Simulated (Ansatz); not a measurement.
**Lattice dynamics of PbO2 monolayer (2H)**

How does PbO2 monolayer (2H) vibrate, and is this structure a minimum?

Calculated with Ansatz 0.2.0; DFT PBE, scalar-relativistic, plane waves, PAW.

Report form: the programs' logs are mostly left out.

## 1. Starting point

The cell holds 3 atoms: 1 Pb and 2 O. Its edges and angles: a = 3.470 Å, b = 3.470 Å, c = 20.000 Å, α = 90.0°, β = 90.0°, γ = 120.0°. Vacuum lies along c.

As a file:

```cif
data_structure
_symmetry_space_group_name_H-M 'P 1'
_symmetry_Int_Tables_number 1
_cell_length_a 3.4700
_cell_length_b 3.4700
_cell_length_c 20.0000
_cell_angle_alpha 90.000
_cell_angle_beta 90.000
_cell_angle_gamma 120.000
_cell_volume 208.55
loop_
_atom_site_label
_atom_site_type_symbol
_atom_site_fract_x
_atom_site_fract_y
_atom_site_fract_z
_atom_site_occupancy
Pb1 Pb 0.33333 0.66667 0.50000 1
O2 O 0.66667 0.33333 0.56125 1
O3 O 0.66667 0.33333 0.43875 1
```

## 2. Rough relaxation

A rough relaxation comes first, because large forces or stress need no tight tolerances yet.

The program solves this slab on a cell height of its own, 28.7 Å, in place of the one typed.

input.yaml reads:

```yaml
crystal:
  lattice:
    - [3.47, 0.0, 0.0]
    - [-1.735, 3.00511, 0.0]
    - [0.0, 0.0, 20.0]
  atoms:
    - { symbol: Pb, position: [0.333333, 0.666667, 0.5] }
    - { symbol: O, position: [0.666667, 0.333333, 0.56125] }
    - { symbol: O, position: [0.666667, 0.333333, 0.43875] }
  periodic: [true, true, false]
kpoints:
  mp_grid: { grid: [6, 6, 1] }
hamiltonian:
  xc: pbe
scf:
  occupations: { method: gaussian, width: 0.1 }
output:
  forces: true
  stress: true
  eigenvalues: true
relax:
  adjacent_minimum: "off"
  f_tol: 0.05
  max_steps: 80
  cell: { stress_2d_tol: 0.02 }
```

Started as:

```sh
$ ansatz run input.yaml --threads 8 --pin off --max-ram 14336MiB --backend cpu --events-out ev --progress --plain --runs-dir out
```

Elapsed: 5.8 s, on 8 threads of Arm Neoverse V2, shared host; peak memory 0.59 GiB; 38 s of CPU time.

Relaxation path:

```
step  energy less that of the first step (eV)  largest force component (eV/Å)  volume (Å³)
   1                                   0.0000                          0.6014       299.28
   2                                  -0.1475                          1.3242       270.34
   3                                  -0.2545                          0.4481       274.60
   4                                  -0.2823                          0.0519       269.03
   5                                  -0.2831                          0.0021       268.20
  6*                                  -0.2748                          0.0036       268.20
   7                                  -0.2754                          0.0034       267.48
  8*                                  -0.2750                          0.0034       267.48
```

Relaxation steps marked * repeat the geometry before them on a plane-wave basis chosen anew for their cell, so energy and pressure can jump there.

The run keeps the 12 symmetry operations that it works with, so distortions that break them were not tested.

```
cell as run  before  after  change
      a (Å)   3.470  3.280  -5.5 %
      b (Å)   3.470  3.280  -5.5 %
```

The atoms that moved most (Å, along periodic axes as changes of fractional coordinates times the final cell, across vacuum about the mean position):

```
atom     dx     dy      dz  length
  O2  0.000  0.000   0.058   0.058
  O3  0.000  0.000  -0.058   0.058
```

Final coordinates:

```cif
data_structure
_symmetry_space_group_name_H-M 'P 1'
_symmetry_Int_Tables_number 1
_cell_length_a 3.2805
_cell_length_b 3.2805
_cell_length_c 28.7000
_cell_angle_alpha 90.000
_cell_angle_beta 90.000
_cell_angle_gamma 120.000
_cell_volume 267.48
loop_
_atom_site_label
_atom_site_type_symbol
_atom_site_fract_x
_atom_site_fract_y
_atom_site_fract_z
_atom_site_occupancy
Pb1 Pb 0.33333 0.66667 0.34843 1
O2 O 0.66667 0.33333 0.39314 1
O3 O 0.66667 0.33333 0.30373 1
```

Numbers from this step:

```yaml
gap_on_the_k_mesh: 0 eV
area_per_atom: 3.107 Å²
```

The relaxation ends with a largest force component of 0.0034 eV/Å.

## 3. Relaxation

Harmonic phonons are second derivatives at a point where the forces vanish, and they are wanted at zero stress, so atoms and cell are relaxed first.

input.yaml reads:

```yaml
crystal:
  lattice:
    - [3.2804792694, 0.0, 0.0]
    - [-1.6402396347, 2.8409783839, 0.0]
    - [0.0, 0.0, 28.7]
  atoms:
    - { symbol: Pb, position: [0.3333333333, 0.6666666667, 0.3484320557] }
    - { symbol: O, position: [0.6666666667, 0.3333333333, 0.3931364957] }
    - { symbol: O, position: [0.6666666667, 0.3333333333, 0.3037276158] }
  periodic: [true, true, false]
kpoints:
  mp_grid: { grid: [15, 15, 1] }
hamiltonian:
  xc: pbe
scf:
  occupations: { method: gaussian, width: 0.1 }
output:
  forces: true
  stress: true
  eigenvalues: true
  write_density: true
  write_potential: true
  elf: true
  volumetric_format: npy
relax:
  adjacent_minimum: "off"
  f_tol: 0.005
  max_steps: 80
  cell: { stress_2d_tol: 0.02 }
```

Elapsed: 15 s, on 8 threads; peak memory 0.7 GiB; 1.8 min of CPU time.

Step by step:

```
step  energy less that of the first step (eV)  largest force component (eV/Å)  volume (Å³)
   1                                   0.0000                          0.0893       267.48
   2                                   0.0006                          0.1899       265.04
   3                                  -0.0014                          0.0041       266.52
   4                                  -0.0014                          0.0006       266.45
  5*                                  -0.0008                          0.0007       266.45
   6                                  -0.0009                          0.0000       266.38
  7*                                  -0.0008                          0.0000       266.38
```

Relaxation steps marked * repeat the geometry before them on a plane-wave basis chosen anew for their cell, so energy and pressure can jump there. Relaxation step 2 was tried and not accepted.

Forces are held to the 12 operations that the run works with; a distortion that breaks them can't arise in this run.

```
cell as run  before  after  change
      a (Å)   3.280  3.274  -0.2 %
      b (Å)   3.280  3.274  -0.2 %
```

The relaxed structure:

```xyz
3
Lattice="3.2737 0.0000 0.0000 -1.6369 2.8351 0.0000 0.0000 0.0000 28.7000" Properties=species:S:1:pos:R:3
Pb    0.0000    1.8901   10.0000
O     1.6369    0.9450   11.2893
O     1.6369    0.9450    8.7107
```

This step gave:

```yaml
area_per_atom: 3.094 Å²
```

Valence density in the ac plane at fractional y = 0.333, with atoms of O within 0.2 Å of it. It is the smooth field of the valence electrons, not physical close to the nuclei.

Ten steps, logarithmic in the rise over the least value, from '0' (0.0 e/Å³) to '9' (5.3 e/Å³), each cell a mean:
```
00000000000000000
00000000000000000
00000000000000000
00000000000000000
00000000000000000
00000000000000000
00000000000000000
00000000000000000
00000000000000000
00000000000000000
00000000000000000
00000000000000000
00000000000000000
00000011233443221
32222335689999764
45555544444444444
33223335689999764
10000012345554321
00000000000000000
00000000000000000
00000000000000000
00000000000000000
00000000000000000
00000000000000000
```
Columns run along a (3.3 Å), rows up along c (28.7 Å). Atoms in or near the plane, at fractional coordinates: O at (0.67, 0.39), O at (0.67, 0.30).

ELF in the ac plane at fractional y = 0.333, with atoms of O within 0.2 Å of it. It is the smooth field of the valence electrons, not physical close to the nuclei.

Ten even steps from '_' (0.00) to '@' (0.80), each cell a mean:
```
__________________________________
__________________________________
__________________________________
__________________________________
__________________________________
__________________________________
__________________________________
__________________________________
__________________________________
__________________________________
__________________________________
__________________________________
__________________________________
..__________::--++**######****==--
--........::==##@@@@@@##%%@@@@@@**
::--======--::::::----====----::::
--::......::==##@@@@%%####@@@@%%**
..__________::==**##%%%%%%####++--
__________________________________
__________________________________
__________________________________
__________________________________
__________________________________
__________________________________
```
Columns run along a (3.3 Å), rows up along c (28.7 Å). Atoms in or near the plane, at fractional coordinates: O at (0.67, 0.39), O at (0.67, 0.30).

Electrostatic potential energy in the ac plane at fractional y = 0.333, with atoms of O within 0.2 Å of it. With pseudopotentials it is smooth inside the atoms' cores, unlike the true potential.

Ten even steps from '_' (-26 eV) to '@' (0 eV), each cell a mean:
```
@@@@@@@@@@@@@@@@@@@@@@@@@@@@@@@@@@
@@@@@@@@@@@@@@@@@@@@@@@@@@@@@@@@@@
@@@@@@@@@@@@@@@@@@@@@@@@@@@@@@@@@@
@@@@@@@@@@@@@@@@@@@@@@@@@@@@@@@@@@
@@@@@@@@@@@@@@@@@@@@@@@@@@@@@@@@@@
@@@@@@@@@@@@@@@@@@@@@@@@@@@@@@@@@@
@@@@@@@@@@@@@@@@@@@@@@@@@@@@@@@@@@
@@@@@@@@@@@@@@@@@@@@@@@@@@@@@@@@@@
@@@@@@@@@@@@@@@@@@@@@@@@@@@@@@@@@@
@@@@@@@@@@@@@@@@@@@@@@@@@@@@@@@@@@
@@@@@@@@@@@@@@@@@@@@@@@@@@@@@@@@@@
@@@@@@@@@@@@@@@@@@@@@@@@@@@@@@@@@@
@@@@@@@@@@@@@@@@@@@@@@@@@@@@@@@@@@
@@@@@@@@@@@@@@@@@@@@@@%%%%@@@@@@@@
################==__________..++%%
--..______::==++**############**++
################--..________..++##
@@@@@@@@@@@@@@@@@@%%######%%@@@@@@
@@@@@@@@@@@@@@@@@@@@@@@@@@@@@@@@@@
@@@@@@@@@@@@@@@@@@@@@@@@@@@@@@@@@@
@@@@@@@@@@@@@@@@@@@@@@@@@@@@@@@@@@
@@@@@@@@@@@@@@@@@@@@@@@@@@@@@@@@@@
@@@@@@@@@@@@@@@@@@@@@@@@@@@@@@@@@@
@@@@@@@@@@@@@@@@@@@@@@@@@@@@@@@@@@
```
Columns run along a (3.3 Å; values clipped at the 3rd and 97th percentile), rows up along c (28.7 Å). Atoms in or near the plane, at fractional coordinates: O at (0.67, 0.39), O at (0.67, 0.30).

## 4. Relaxing to small forces for the phonons

Phonons need a cell at rest on their own settings, so the relaxation is repeated with tight tolerances on forces and stress, using the mesh and the filling of the phonon run that follows.

input.yaml, the sections that differ from step 3:

```yaml
crystal:
  lattice:
    - [3.2737247553, 0.0, 0.0]
    - [-1.6368623777, 2.8351288031, 0.0]
    - [0.0, 0.0, 28.7]
  atoms:
    - { symbol: Pb, position: [0.3333333333, 0.6666666667, 0.3484320557] }
    - { symbol: O, position: [0.6666666667, 0.3333333333, 0.3933547973] }
    - { symbol: O, position: [0.6666666667, 0.3333333333, 0.3035093142] }
  periodic: [true, true, false]
kpoints:
  mp_grid: { grid: [18, 18, 1] }
scf:
  occupations: { method: methfessel_paxton, width: 0.15 }
relax:
  adjacent_minimum: "off"
  f_tol: 0.001
  max_steps: 60
  cell: { stress_2d_tol: 0.002 }
# hamiltonian, output: as in step 3
```

Elapsed: 14 s, on 8 threads; peak memory 0.74 GiB.

Little changed from the start: no atom moved by 0.005 Å and no cell edge by 0.1 %.

Numbers from this step:

| Quantity | Value |
| --- | --- |
| area per atom | 3.091 Å² |

Valence density in the ac plane at fractional y = 0.333, with atoms of O within 0.2 Å of it. It is the smooth field of the valence electrons, not physical close to the nuclei.

Ten steps, logarithmic in the rise over the least value, from '_' (0.0 e/Å³) to '@' (5.3 e/Å³), each cell a mean:
```
__________________________________
__________________________________
__________________________________
__________________________________
__________________________________
__________________________________
__________________________________
__________________________________
__________________________________
__________________________________
__________________________________
__________________________________
__________________________________
____________....::----====--::::..
--::::::::----++**%%@@@@@@@@##**==
==++++++++++======================
----::::------++**%%@@@@@@@@##**==
..__________..::--==++++++==--::..
__________________________________
__________________________________
__________________________________
__________________________________
__________________________________
__________________________________
```
Columns run along a (3.3 Å), rows up along c (28.7 Å). Atoms in or near the plane, at fractional coordinates: O at (0.67, 0.39), O at (0.67, 0.30).

ELF in the ac plane at fractional y = 0.333, with atoms of O within 0.2 Å of it. It is the smooth field of the valence electrons, not physical close to the nuclei.

Values, 24 rows by 14 columns, each cell a mean:
```
0.00 0.00 0.00 0.00 0.00 0.00 0.00 0.00 0.00 0.00 0.00 0.00 0.00 0.00
0.00 0.00 0.00 0.00 0.00 0.00 0.00 0.00 0.00 0.00 0.00 0.00 0.00 0.00
0.00 0.00 0.00 0.00 0.00 0.00 0.00 0.00 0.00 0.00 0.00 0.00 0.00 0.00
0.00 0.00 0.00 0.00 0.00 0.00 0.00 0.00 0.00 0.00 0.00 0.00 0.00 0.00
0.00 0.00 0.00 0.00 0.00 0.00 0.00 0.00 0.00 0.00 0.00 0.00 0.00 0.00
0.00 0.00 0.00 0.00 0.00 0.00 0.00 0.00 0.00 0.00 0.00 0.00 0.00 0.00
0.00 0.00 0.00 0.00 0.00 0.00 0.00 0.00 0.00 0.00 0.00 0.00 0.00 0.00
0.00 0.00 0.00 0.00 0.00 0.00 0.00 0.00 0.00 0.00 0.00 0.00 0.00 0.00
0.00 0.00 0.00 0.00 0.00 0.00 0.00 0.00 0.00 0.00 0.00 0.00 0.00 0.00
0.00 0.00 0.00 0.00 0.00 0.00 0.00 0.00 0.00 0.00 0.00 0.00 0.00 0.00
0.00 0.00 0.00 0.00 0.00 0.00 0.00 0.00 0.00 0.00 0.00 0.00 0.00 0.00
0.00 0.00 0.00 0.00 0.00 0.00 0.00 0.00 0.00 0.00 0.00 0.00 0.00 0.00
0.00 0.00 0.00 0.00 0.00 0.01 0.02 0.03 0.04 0.04 0.04 0.03 0.02 0.01
0.11 0.03 0.01 0.01 0.06 0.20 0.36 0.48 0.56 0.59 0.58 0.53 0.43 0.28
0.28 0.13 0.10 0.11 0.20 0.45 0.69 0.79 0.75 0.64 0.69 0.78 0.76 0.59
0.25 0.32 0.35 0.34 0.29 0.23 0.22 0.26 0.30 0.32 0.32 0.29 0.24 0.21
0.28 0.15 0.13 0.14 0.20 0.42 0.65 0.76 0.73 0.63 0.67 0.76 0.73 0.55
0.14 0.03 0.01 0.02 0.08 0.25 0.42 0.56 0.63 0.67 0.65 0.60 0.50 0.34
0.00 0.00 0.00 0.00 0.00 0.01 0.02 0.04 0.06 0.06 0.06 0.05 0.03 0.02
0.00 0.00 0.00 0.00 0.00 0.00 0.00 0.00 0.00 0.00 0.00 0.00 0.00 0.00
0.00 0.00 0.00 0.00 0.00 0.00 0.00 0.00 0.00 0.00 0.00 0.00 0.00 0.00
0.00 0.00 0.00 0.00 0.00 0.00 0.00 0.00 0.00 0.00 0.00 0.00 0.00 0.00
0.00 0.00 0.00 0.00 0.00 0.00 0.00 0.00 0.00 0.00 0.00 0.00 0.00 0.00
0.00 0.00 0.00 0.00 0.00 0.00 0.00 0.00 0.00 0.00 0.00 0.00 0.00 0.00
```
Columns run along a (3.3 Å), rows up along c (28.7 Å). Atoms in or near the plane, at fractional coordinates: O at (0.67, 0.39), O at (0.67, 0.30).

Electrostatic potential energy in the ac plane at fractional y = 0.333, with atoms of O within 0.2 Å of it. With pseudopotentials it is smooth inside the atoms' cores, unlike the true potential.

Ten even steps from '_' (-26 eV) to '@' (0 eV), each cell a mean:
```
@@@@@@@@@@@@@@@@@@@@@@@@@@@@@@@@@@
@@@@@@@@@@@@@@@@@@@@@@@@@@@@@@@@@@
@@@@@@@@@@@@@@@@@@@@@@@@@@@@@@@@@@
@@@@@@@@@@@@@@@@@@@@@@@@@@@@@@@@@@
@@@@@@@@@@@@@@@@@@@@@@@@@@@@@@@@@@
@@@@@@@@@@@@@@@@@@@@@@@@@@@@@@@@@@
@@@@@@@@@@@@@@@@@@@@@@@@@@@@@@@@@@
@@@@@@@@@@@@@@@@@@@@@@@@@@@@@@@@@@
@@@@@@@@@@@@@@@@@@@@@@@@@@@@@@@@@@
@@@@@@@@@@@@@@@@@@@@@@@@@@@@@@@@@@
@@@@@@@@@@@@@@@@@@@@@@@@@@@@@@@@@@
@@@@@@@@@@@@@@@@@@@@@@@@@@@@@@@@@@
@@@@@@@@@@@@@@@@@@@@@@@@@@@@@@@@@@
@@@@@@@@@@@@@@@@@@@@@@%%%%@@@@@@@@
################==__________..++%%
--..______::==++**############**++
################--..________..++##
@@@@@@@@@@@@@@@@@@%%######%%@@@@@@
@@@@@@@@@@@@@@@@@@@@@@@@@@@@@@@@@@
@@@@@@@@@@@@@@@@@@@@@@@@@@@@@@@@@@
@@@@@@@@@@@@@@@@@@@@@@@@@@@@@@@@@@
@@@@@@@@@@@@@@@@@@@@@@@@@@@@@@@@@@
@@@@@@@@@@@@@@@@@@@@@@@@@@@@@@@@@@
@@@@@@@@@@@@@@@@@@@@@@@@@@@@@@@@@@
```
Columns run along a (3.3 Å; values clipped at the 3rd and 97th percentile), rows up along c (28.7 Å). Atoms in or near the plane, at fractional coordinates: O at (0.67, 0.39), O at (0.67, 0.30).

The largest force component left is 0.39 meV/Å, within the tolerances set.

## 5. Zone-centre response

The zone centre comes first: it holds the modes that light can see, as far as symmetry allows. No field response is asked, since the mesh shows no gap.

input.yaml, the sections that differ from step 4:

```yaml
crystal:
  lattice:
    - [3.2725003306, 0.0, 0.0]
    - [-1.6362501653, 2.8340684201, 0.0]
    - [0.0, 0.0, 28.7]
  atoms:
    - { symbol: Pb, position: [0.3333333333, 0.6666666667, 0.3484320557] }
    - { symbol: O, position: [0.6666666667, 0.3333333333, 0.3933859536] }
    - { symbol: O, position: [0.6666666667, 0.3333333333, 0.3034781579] }
  periodic: [true, true, false]
output:
  eigenvalues: true
phonons:
  method: dfpt
# kpoints, hamiltonian, scf: as in step 4
# relax: removed
```

Elapsed: 42 s, on 8 threads; peak memory 1.7 GiB; 5.1 min of CPU time.

Numbers from this step:

```yaml
sum_rule_residual_before_enforcement: 7.10e-5 eV/Å²
point_group: -6m2
highest_optical_mode_at_the_zone_centre_no_lo_to_term: 528.6 cm⁻¹
lowest_optical_zone_centre_mode: -102.2 cm⁻¹
```

Patterns of degenerate modes are one choice out of their space. The modes at Γ (shares of kinetic energy by element, %) (negative means imaginary):

```
mode  frequency (cm⁻¹)  symmetry  Pb %  O %
   1            -102.2       E''     0  100
   2            -102.2       E''     0  100
   3               0.0  acoustic    87   13
   4               0.0  acoustic    87   13
   5               0.0  acoustic    87   13
   6             268.3        E'    13   87
   7             268.3        E'    13   87
   8             411.7      A2''    13   87
   9             528.6       A1'     0  100
```

Displacements in mode 1 (-102.2 cm⁻¹), the largest set to 1:
```
Pb1  0.00  0.00  0.00
O2   0.00  1.00  0.00
O3   0.00 -1.00  0.00
```

Displacements in mode 9 (528.6 cm⁻¹), the largest set to 1:
```
Pb1  0.00  0.00  0.00
O2   0.00  0.00 -1.00
O3   0.00  0.00  1.00
```

Before it was imposed, the acoustic sum rule was missed by 7.1e-5 eV/Å². Small misses are needed for a sound result but don't prove that mesh and cutoff are converged. The lowest optical mode is imaginary, 102.2i cm⁻¹, so the energy falls along it.

(Continued in part 2 of 2.)

[Logs are printed without paths, hosts, clocks, repeated set-up lines and the standing remarks that a program may print on its own settings, such as how far it seeks lower states.]

[Hosts, paths, dates, database ids (printed as entryN), source tags and the programs' standing remarks are cut or masked in the printed files.]
